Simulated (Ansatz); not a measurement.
# MnAs (P6_3/mmc) in Ansatz: a series of runs, part 2 of 2

Ansatz 0.2.0. The steps go on from the part before.

**3. Relaxation of cell and atoms, revPBE, collinear spin, ferromagnetic start**

input.yaml reads:

```yaml
crystal:
  lattice:
    - [3.71, 0.0, 0.0]
    - [-1.855, 3.212954248, 0.0]
    - [0.0, 0.0, 5.691]
  atoms:
    - { symbol: As, position: [0.6666666667, 0.3333333333, 0.75] }
    - { symbol: As, position: [0.3333333333, 0.6666666667, 0.25] }
    - { symbol: Mn, position: [0.0, 0.0, 0.5], spin: 4.0 }
    - { symbol: Mn, position: [0.0, 0.0, 0.0], spin: 4.0 }
hamiltonian:
  xc: revpbe
  pseudopotentials: { kind: paw }
magnetization:
  spin_polarized: true
kpoints:
  mp_grid: { grid: [8, 8, 5] }
scf:
  occupations: { method: fermi_dirac, width: 0.05 }
output:
  forces: true
  stress: true
  write_density: true
  write_potential: true
  elf: true
  volumetric_format: npy
relax:
  f_tol: 0.01
  max_steps: 40
  cell: { stress_tol: 0.05 }
```

Potentials or basis: Ansatz PAW.

Launch:

```
$ ansatz run input.yaml --threads 2 --pin off --max-ram 5632MiB --backend cpu --events-out ev --progress --plain --runs-dir out
```

Standard output:

```text
Warning: RAYON_NUM_THREADS=2 ignored (pool sized by the plan → 2); use --threads N
Engine: ansatz 0.2.0, x86_64-unknown-linux-gnu
Pseudopotentials: kind: paw
Pseudopotential: As, paw, valence charge 15, recommended cutoff 420 eV (normal), As.paw.azcp
Pseudopotential: Mn, paw, valence charge 15, recommended cutoff 420 eV (normal), Mn.paw.azcp
Functional definition: revPBE
  parameter kappa = 1.245
  parameter beta = 0.06672455060314922
  exchange = pbe_x(kappa = kappa, mu = beta*pi^2/3)
  correlation = pbe_c(beta = beta)
Crystal: 4 atoms, lattice volume = 67.837 Å³
[... 117 lines left out ...]
--- Stress (GPa, compression-positive) ---
       -0.033191       0.000000       0.000000
        0.000000      -0.033191      -0.000000
        0.000000      -0.000000       0.032837
  P = ⅓ Tr σ = -0.0112 GPa (-0.112 kbar)
--- Band table (eV; the first three rows and the last of 60) ---
  k-point 0 ↑: bands = ["-67.6278", "-67.6160", "-36.4258", "-36.4258", "-36.4135", "-36.4135", "-36.2120", "-36.0869", "-22.1426", "-22.1426", "-22.1357", "-22.1357", "-22.1316", "-22.1309", "-22.1247", "-22.1247", "-22.1234", "-22.1234", "0.3196", "3.0568", "7.1040", "9.2522", "9.2522", "10.0508", "10.5347", "10.5347", "10.8225", "10.8225", "11.7706", "11.7706", "13.2749", "14.0182", "14.0182", "15.2971", "16.3848", "16.3848", "17.2119", "18.7211", "20.2460", "20.2460", "23.4088"]
  k-point 1 ↑: bands = ["-67.6267", "-67.6171", "-36.4247", "-36.4247", "-36.4147", "-36.4147", "-36.2002", "-36.0989", "-22.1419", "-22.1419", "-22.1364", "-22.1364", "-22.1315", "-22.1309", "-22.1245", "-22.1245", "-22.1235", "-22.1235", "0.4870", "2.5898", "7.7779", "9.3708", "9.3708", "10.1212", "10.6107", "10.6107", "10.6451", "10.6451", "11.5234", "11.5234", "13.0245", "14.3425", "14.4291", "14.4291", "16.2695", "16.2695", "17.5808", "19.4122", "20.2449", "20.2449", "22.1969"]
  k-point 2 ↑: bands = ["-67.6238", "-67.6201", "-36.4216", "-36.4216", "-36.4178", "-36.4178", "-36.1690", "-36.1303", "-22.1403", "-22.1403", "-22.1381", "-22.1381", "-22.1314", "-22.1311", "-22.1242", "-22.1242", "-22.1238", "-22.1238", "0.9750", "1.7296", "9.1326", "9.7084", "9.7084", "10.0661", "10.1932", "10.1932", "10.8239", "10.8239", "11.1390", "11.1390", "12.6238", "12.9578", "15.2117", "15.2117", "15.8857", "15.8857", "18.4980", "19.5286", "20.4157", "20.4157", "21.0348"]
  k-point 29 ↓: bands = ["-64.1645", "-64.1603", "-32.9513", "-32.9493", "-32.9465", "-32.9446", "-32.9001", "-32.8558", "-22.1603", "-22.1595", "-22.1595", "-22.1574", "-22.1523", "-22.1523", "-22.1446", "-22.1443", "-22.1435", "-22.1431", "2.6599", "2.7291", "8.2161", "8.4954", "9.2071", "9.8190", "11.3600", "11.4060", "13.7663", "14.1056", "14.2168", "14.4182", "14.6404", "14.7248", "15.1109", "15.3049", "17.1954", "17.5211", "19.7434", "20.4596", "20.8737", "21.9037", "22.6900"]
--- Relaxed structure (3 steps of the walk, 3 accepted, 1 SCFs on fresh bases) ---
  F+E_penalty+E_count = -17525.88860054 eV   max|allowed force component| = 1.590e-17 eV/Å   (the final SCF, on the basis selected at the relaxed cell)
  cell:  # Å, volume = 67.0260 Å³
    - [3.7318781713351665, 0.0, -1.7519648277420827e-34]
    - [-1.8659390856675833, 3.23190130020487, -1.0469196155577556e-18]
    - [-3.5832639118572045e-34, -1.85437422142273e-18, 5.557223402096095]
  atoms:
    - { symbol: As, position: [0.6666666666666666, 0.3333333333333333, 0.7499999999999999] }
    - { symbol: As, position: [0.3333333333333333, 0.6666666666666667, 0.24999999999999997] }
    - { symbol: Mn, position: [-2.407412430484045e-35, -4.81482486096809e-35, 0.49999999999999994] }
    - { symbol: Mn, position: [1.3630386003722818e-35, 6.712328081352433e-36, -8.812937205251143e-37] }
```

It took 6.5 s on 2 threads of AMD EPYC 9R45 (Zen 5), shared host; peak memory 0.53 GiB.

Results:

```yaml
Free_energy: -17525.8886 eV
Relaxed_volume: 16.76 Å³/atom
Relaxed_cell: a = 3.732 Å, b = 3.732 Å, c = 5.557 Å, α = 90.00°, β = 90.00°, γ = 120.00°
Space_group_after_relaxing_to_0.05_Å: P6_3/mmc (No. 194)
Energy_gained_by_relaxing: 3.2 meV/atom
Ionic_steps: 4
Pressure_after_relaxing: 0.0 GPa
Band_gap_on_the_k_mesh: none (metal or under the smearing width)
Net_moment: 6.27 μB per cell
Absolute_moment: 7.03 μB per cell
Site_moments: As -0.13; Mn +3.15 μB
```

Step by step:
| step | energy change (eV) | largest force (eV/Å) | volume (Å³) |
| --- | --- | --- | --- |
| 1 | 0.0000 | 0.0000 | 67.84 |
| 2 | -0.0125 | 0.0000 | 67.28 |
| 3 | -0.0129 | 0.0000 | 67.03 |
| 4 | -0.0126 | 0.0000 | 67.03 |

Final structure:
```xyz
4
Lattice="3.7319 0.0000 0.0000 -1.8659 3.2319 0.0000 0.0000 0.0000 5.5572" Properties=species:S:1:pos:R:3 pbc="T T T"
As    1.8659    1.0773    4.1679
As    0.0000    2.1546    1.3893
Mn    0.0000    0.0000    2.7786
Mn    0.0000    0.0000    0.0000
```

Caveat: the plane-wave basis is chosen anew once the cell has moved, so the energies of steps on either side of that aren't comparable; only a ferromagnetic start was run, and an antiferromagnetic order may lie lower in energy; the PAW data sets come from PBE, with cores solved anew for the run's functional, which leaves a small shift of forces and pressure.

**4. Relaxation of cell and atoms, PBE+D4, collinear spin, ferromagnetic start**

Changes to input.yaml since step 3:

```diff
@@ -11,4 +11,5 @@
 hamiltonian:
-  xc: revpbe
+  xc: pbe
   pseudopotentials: { kind: paw }
+  dispersion: d4
 magnetization:
@@ -22,6 +23,2 @@
   stress: true
-  write_density: true
-  write_potential: true
-  elf: true
-  volumetric_format: npy
 relax:
```

Launch:

```
$ ansatz run input.yaml --threads 2 --pin off --max-ram 5632MiB --backend cpu --events-out ev --progress --plain --runs-dir out
```

Wall time 38 s (2 threads of Intel Xeon Platinum 8175M at 2.50GHz (Skylake/Cascade Lake), shared host); peak memory 0.49 GiB.

It converged, with:

| Quantity | Value |
| --- | --- |
| Free energy | -17512.5878 eV |
| Relaxed volume | 15.12 Å³/atom |
| Relaxed cell | a = 3.587 Å, b = 3.587 Å, c = 5.427 Å, α = 90.00°, β = 90.00°, γ = 120.00° |
| Space group after relaxing (to 0.05 Å) | P6_3/mmc (No. 194) |
| Energy gained by relaxing | 50.0 meV/atom |
| Ionic steps | 7 |
| Pressure after relaxing | 0.0 GPa |
| Net moment | 5.22 μB per cell |
| Absolute moment | 5.83 μB per cell |
| Site moments | As -0.09; Mn +2.60 μB |

Step by step:
```tsv
step	energy change (eV)	largest force (eV/Å)	volume (Å³)
1	0.0000	0.0000	67.84
2	-0.1615	0.0000	63.40
3	-0.1848	0.0000	58.58
4	-0.2014	0.0000	60.60
5	-0.2019	0.0000	60.43
6	-0.2019	0.0000	60.47
7	-0.2000	0.0000	60.47
```

Final structure:
```yaml
crystal:
  lattice:
    - [3.58669, 0.00000, 0.00000]
    - [-1.79334, 3.10616, 0.00000]
    - [0.00000, 0.00000, 5.42742]
  atoms:
    - { symbol: As, position: [0.66667, 0.33333, 0.75000] }
    - { symbol: As, position: [0.33333, 0.66667, 0.25000] }
    - { symbol: Mn, position: [0.00000, 0.00000, 0.50000] }
    - { symbol: Mn, position: [0.00000, 0.00000, 0.00000] }
```

Caveat: the plane-wave basis is chosen anew once the cell has moved, so the energies of steps on either side of that aren't comparable; the volume moved by -11 % from the deposited cell, more than functionals usually miss; only a ferromagnetic start was run, and an antiferromagnetic order may lie lower in energy.

**5. Relaxation of cell and atoms, PBEsol+D3(BJ), collinear spin, ferromagnetic start**

Changes to input.yaml since step 4:

```diff
@@ -11,5 +11,5 @@
 hamiltonian:
-  xc: pbe
+  xc: pbesol
   pseudopotentials: { kind: paw }
-  dispersion: d4
+  dispersion: d3bj
 magnetization:
```

Potentials or basis: Ansatz PAW.

Launch:

```
$ ansatz run input.yaml --threads 2 --pin off --max-ram 5632MiB --backend cpu --events-out ev --progress --plain --runs-dir out
```

Standard output:

```text
Warning: RAYON_NUM_THREADS=2 ignored (pool sized by the plan → 2); use --threads N
[... 4 set-up lines as earlier in the session ...]
Functional definition: PBEsol
  exchange = pbesol_x
  correlation = pbesol_c
Crystal: 4 atoms, lattice volume = 67.837 Å³
Basis set: ecut = 420 eV, 1339 PW (Γ), exchange–correlation on 50×50×80 points (8 copies of the dense FFT grid, shifted against one another)
Bands: 41, of which v1, the nominal top of the filled ones, is band 30 counted from 1 (29 counted from 0)
[... 2 set-up lines as earlier in the session ...]
Magnetic group: BNS 194.263 (UNI 1493), of the structure as read, at distance tolerance 4.1e-5 Å
k-points: 30 of 320
[... 3 set-up lines as earlier in the session ...]
[... 151 lines left out ...]
  E_core_change = 2.272158  (= ΣΔE_core)
  E_smearing   = -0.024627  (= −TS)
  E_closure    = 0.000000  (closes the sum)
  Σ components = -17366.040511   (vs F -17366.040511, Δ=0.00e0)
--- Forces (eV/Å), atoms counted from 1 ---
  atom   1  As    -0.00000000     0.00000000     0.00000000
  atom   2  As     0.00000000    -0.00000000    -0.00000000
  atom   3  Mn    -0.00000000    -0.00000000     0.00000000
  atom   4  Mn     0.00000000     0.00000000     0.00000000
  max |Σ_I F_I| component: 1.39e-17 eV/Å
--- Stress (GPa, compression-positive) ---
       -0.019287       0.000000       0.000000
       -0.000000      -0.019287       0.000000
        0.000000       0.000000      -0.028006
  P = ⅓ Tr σ = -0.0222 GPa (-0.222 kbar)
--- Relaxed structure (6 steps of the walk, 6 accepted, 1 SCFs on fresh bases) ---
  F+E_penalty+E_count = -17366.04051096 eV   max|allowed force component| = 1.735e-17 eV/Å   (the final SCF, on the basis selected at the relaxed cell)
  cell:  # Å, volume = 56.4787 Å³
    - [3.516721661569137, 1.0073797759516975e-33, -1.4015718621936662e-33]
    - [-1.7583608307845684, 3.045570296957894, -7.461352471519934e-18]
    - [-1.4333055647428818e-33, -1.3216047798248587e-17, 5.273244222322898]
  atoms:
    - { symbol: As, position: [0.6666666666666667, 0.3333333333333333, 0.7500000000000001] }
    - { symbol: As, position: [0.33333333333333326, 0.6666666666666666, 0.25] }
    - { symbol: Mn, position: [-3.851859888774472e-34, -3.851859888774472e-34, 0.5] }
    - { symbol: Mn, position: [-1.5390017488873101e-34, -8.00015846905381e-35, -3.30485145196918e-38] }
```

Run time: 38 s. Hardware: 2 threads of Intel Xeon Platinum 8175M at 2.50GHz (Skylake/Cascade Lake), shared host; peak memory 0.49 GiB.

Results:

| Property | Result |
| --- | --- |
| Free energy | -17366.0405 eV |
| Relaxed volume | 14.12 Å³/atom |
| Relaxed cell | a = 3.517 Å, b = 3.517 Å, c = 5.273 Å, α = 90.00°, β = 90.00°, γ = 120.00° |
| Space group after relaxing (to 0.05 Å) | P6_3/mmc (No. 194) |
| Energy gained by relaxing | 136.0 meV/atom |
| Ionic steps | 7 |
| Pressure after relaxing | 0.0 GPa |
| Net moment | 4.41 μB per cell |
| Absolute moment | 4.87 μB per cell |
| Site moments | As -0.07; Mn +2.17 μB |

The path:
```
step  energy change (eV)  largest force (eV/Å)  volume (Å³)
   1              0.0000                0.0000        67.84
   2             -0.4311                0.0000        61.12
   3             -0.4570                0.0000        52.99
   4             -0.5419                0.0000        57.21
   5             -0.5461                0.0000        56.48
   6             -0.5462                0.0000        56.48
   7             -0.5440                0.0000        56.48
```

Final structure:
```xyz
4
Lattice="3.5167 0.0000 0.0000 -1.7584 3.0456 0.0000 0.0000 0.0000 5.2732" Properties=species:S:1:pos:R:3 pbc="T T T"
As    1.7584    1.0152    3.9549
As    0.0000    2.0304    1.3183
Mn    0.0000    0.0000    2.6366
Mn    0.0000    0.0000    0.0000
```

Caveat: the volume moved by over 15 % at a fixed basis, so the end points are rough; the plane-wave basis is chosen anew once the cell has moved, so the energies of steps on either side of that aren't comparable; the volume moved by -17 % from the deposited cell, more than functionals usually miss; only a ferromagnetic start was run, and an antiferromagnetic order may lie lower in energy; the PAW data sets come from PBE, with cores solved anew for the run's functional, which leaves a small shift of forces and pressure.

**6. Overview**

| level | gap on the mesh (eV) | pressure (GPa) | moment (μB) | relaxed volume (Å³/atom) |
| --- | --- | --- | --- | --- |
| RPBE | none | 0.0 | 6.36 | 16.97 |
| revPBE | none | 0.0 | 6.27 | 16.76 |
| PBE+D4 | - | 0.0 | 5.22 | 15.12 |
| PBEsol+D3(BJ) | - | 0.0 | 4.41 | 14.12 |

Alike in all rows: task relaxation of cell and atoms; potentials or basis Ansatz PAW; spin collinear, ferromagnetic start; cell relaxed; k mesh 8 × 8 × 5; cutoff (eV) 420; smearing fermi-dirac 0.05 eV.

Caveats: the plane-wave basis is chosen anew once the cell has moved, so the energies of steps on either side of that aren't comparable; only a ferromagnetic start was run, and an antiferromagnetic order may lie lower in energy; the PAW data sets come from PBE, with cores solved anew for the run's functional, which leaves a small shift of forces and pressure (some runs); the volume moved by -11 % from the deposited cell, more than functionals usually miss (some runs); the volume moved by over 15 % at a fixed basis, so the end points are rough (some runs); the volume moved by -17 % from the deposited cell, more than functionals usually miss (some runs).

Total energies depend on the potentials used, so only differences within one code and one set of settings carry meaning.
